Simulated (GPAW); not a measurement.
Runs of GPAW 26.7.0 on Cu. It takes space group Cmcm (No. 63, orthorhombic). The conventional cell has a = 2.437 Å, b = 7.953 Å, c = 2.475 Å, α = 90.00°, β = 90.00°, γ = 90.00°. Cu (site symmetry m2m) has 10 Cu at 2.44 to 2.54 Å as nearest neighbours. This isn't the form of Cu at room conditions, which is fcc.

```csv
task,level,potentials or basis,cell,k mesh,cutoff (eV),optimizer,fmax,max steps,convergence,supercell,mesh quality,gap on the mesh (eV),pressure (GPa),relaxed volume (Å³/atom),largest force (eV/Å)
relaxation of cell and atoms,PBEsol+D3(BJ),"PAW data sets generated in the run's folder for this functional, pw",relaxed,8 × 8 × 7,600,BFGS,0.02 eV/Å,60,density=1e-05 forces=0.0001,-,coarse,none,-0.1,(a),0.01
phonons,PBEsol+D3(BJ)+ATM,"PAW data sets generated in the run's folder for this functional, pw",relaxed,11 × 11 × 11,510,-,-,-,density=1e-06 eigenstates=1e-09,1 × 1 × 1,not flagged,none,0.0,-,-
relaxation of cell and atoms,PBEsol+D3(BJ)+ATM,"PAW data sets generated in the run's folder for this functional, pw",relaxed,8 × 8 × 7,600,BFGS,0.02 eV/Å,60,density=1e-05 forces=0.0001,-,coarse,none,-0.1,11.62,0.01
band structure,LDA,"the program's PAW data sets (release 1.2.1) made for this functional, pw",as given,9 × 9 × 9,600,-,-,-,-,-,not flagged,-,(b),-,0.03
band structure,PBEsol,"PAW data sets generated in the run's folder for this functional, pw",as given,9 × 9 × 9,600,-,-,-,-,-,not flagged,-,0.3,-,0.02
relaxation of cell and atoms,PBEsol,"PAW data sets generated in the run's folder for this functional, pw",relaxed,8 × 8 × 7,600,BFGS,0.02 eV/Å,60,density=1e-05 forces=0.0001,-,coarse,none,0.0,12.02,-
optical spectrum,LDA,"the program's PAW data sets (release 1.2.1) made for this functional, pw",as given,9 × 9 × 9,450,-,-,-,-,-,not flagged,none,-,-,-
```

Alike in all rows: no spin polarisation; smearing fermi-dirac 0.05 eV.

Question: Fill in the values left out.

Answer: (a) 11.49; (b) -6.4.

Caveats: some runs use coarse meshes; with this Cu data set, volumes or pressures lay over 1.5 % or 2 GPa off other programs in two to four cells of ten (some runs); later steps reuse the first step's grids (some runs); pairwise dispersion overbinds metals, which lowers pressure and volume (some runs); the cutoff is short for stress and forces, so pressures can be off by a GPa or more (some runs); the intraband term hangs on this k mesh (some runs); the long-wavelength limit can be off by several per cent where d states take part (some runs).

A k mesh can miss the band edges.

A gap of «none» marks a metal or a gap under the smearing width.

Not every run made on this cell is shown here.
